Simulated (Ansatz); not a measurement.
TiPbO₃, DFT, PBEsol, all-electron LAPW, scalar-relativistic (Ansatz 0.2.0), run on 2 threads of Arm Neoverse V1 on a shared host.

The structure is an experimental refinement, used without relaxation. The listed cell was then made from it by scaling, straining or moving an atom.

Command: `ansatz run input.yaml --threads 2 --pin off --max-ram 8192MiB --backend cpu --events-out ev --progress --plain --runs-dir out`

```yaml
crystal:
  lattice:
    - [3.977184, 0.0, 0.0]
    - [0.0, 3.977184, 0.0]
    - [0.0, 0.0, 4.1499]
  atoms:
    - { symbol: Ti, position: [0.5, 0.5, 0.5382] }
    - { symbol: Pb, position: [0.0, 0.0, 0.0] }
    - { symbol: O, position: [0.5, 0.5, 0.113] }
    - { symbol: O, position: [0.5, 0.0, 0.615] }
    - { symbol: O, position: [0.0, 0.5, 0.615] }
kpoints:
  mp_grid: { grid: [9, 9, 8] }
  band_path:
    path:
      - [0.0, 0.0, 0.0]
      - [0.0, 0.5, 0.0]
      - [0.5, 0.5, 0.0]
      - [0.0, 0.0, 0.0]
      - [0.0, 0.0, 0.5]
      - [0.0, 0.5, 0.5]
      - [0.5, 0.5, 0.5]
      - [0.0, 0.0, 0.5]
      - [0.0, 0.5, 0.0]
    npoints: 5
scf:
  occupations: { method: fermi_dirac, width: 0.03 }
hamiltonian:
  xc: pbesol
  pseudopotentials: { kind: all_electron, lapw: { basis_error: 0.0005 } }
output:
  forces: true
  stress: true
  eigenvalues: true
```

**Question.** How large is the problem that the program sets up?

**Answer.** 75 irreducible k-points, 1847 plane waves at Γ, 58 bands.

**Question.** Estimate the wall time and the peak memory.

**Answer.** 4.2 min of wall time for 11 SCF iterations, with a peak of 1.1 GiB. Times on shared machines scatter by tens of per cent.
